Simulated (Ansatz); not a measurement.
A crystal relaxed with r2SCAN in the PAW code Ansatz has space group R-3c:H (No. 167) and a = 5.508 Å, c = 14.563 Å.

```csv
atom,site,x,y,z
In,12c,0.0000,0.0000,0.3570
Xx,18e,0.7034,0.0000,0.2500
```

With r2SCAN the valence top lies at k = (0, 0.193, -0.198) and the conduction bottom at Γ, 1.80 eV higher; the smallest vertical gap, at Γ, is 1.84 eV. HSE06 gives an indirect gap of 2.73 eV, from k = (0, 0.193, -0.198) to Γ; the least direct gap is 2.74 eV at Γ. Least and direct gap differ so little that the kind isn't settled. Meshes: r2SCAN 6×6×6, HSE06 4×4×4.

Problem. Which element is Xx?
A. S
B. O
C. Se
D. Te

Solution. B. Xx is O: In₂O₃ (corundum). Around In lie 6 O at 2.13–2.26 Å; around O lie 4 In at 2.13–2.26 Å.

No spin polarisation and no zero-point or thermal motion.

Spin-orbit coupling is left out, which matters wherever the heavy atoms make up the band edges.

Where an edge lies off the special points, it is a point of the mesh or the k point where a search put PBE's edge or least direct gap, reused for the other functionals, whose own edges may lie a little apart.

Coordinates of k points refer to the reciprocal vectors of the primitive cell of the runs.

The meshes of the hybrids are coarse, so their gaps aren't converged to the digits shown.
